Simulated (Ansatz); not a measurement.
# MgO: from a first guess to the relaxed zincblende type

First guess:

```xyz
2
Lattice="0.0000 2.2468 2.2468 2.2468 0.0000 2.2468 2.2468 2.2468 0.0000" Properties=species:S:1:pos:R:3 pbc="T T T"
Mg    0.0000    0.0000    0.0000
O     1.1234    1.1234    1.1234
```

Level of theory: DFT, PBE, PAW with Ansatz's default frozen-core files, scalar-relativistic (Ansatz 0.2.0).

Cell and atoms relax within the symmetry of the start on a 13×13×13 k mesh with 0.08 eV Fermi–Dirac smearing.

The start is built from a prototype, known or not as a phase of this compound; the cutoff is 420 eV.

**Question.** What is the pressure of the first guess?

**Answer.** 10.47 GPa.

**Question.** What does it relax to?

**Answer.** a = 4.612 Å, b = 4.612 Å, c = 4.612 Å, α = 90.00°, β = 90.00°, γ = 90.00° (conventional cell), 12.26 Å³ per atom:
```cif
data_structure
_symmetry_space_group_name_H-M 'F-43m'
_symmetry_Int_Tables_number 216
_cell_length_a 4.6118
_cell_length_b 4.6118
_cell_length_c 4.6118
_cell_angle_alpha 90.000
_cell_angle_beta 90.000
_cell_angle_gamma 90.000
_cell_volume 98.09
loop_
_atom_site_label
_atom_site_type_symbol
_atom_site_symmetry_multiplicity
_atom_site_Wyckoff_symbol
_atom_site_fract_x
_atom_site_fract_y
_atom_site_fract_z
_atom_site_occupancy
Mg1 Mg 4 a 0.00000 0.00000 0.00000 1
O1 O 4 d 0.25000 0.25000 0.75000 1
```

**Question.** How much energy does the relaxation release?

**Answer.** 28 meV/atom.
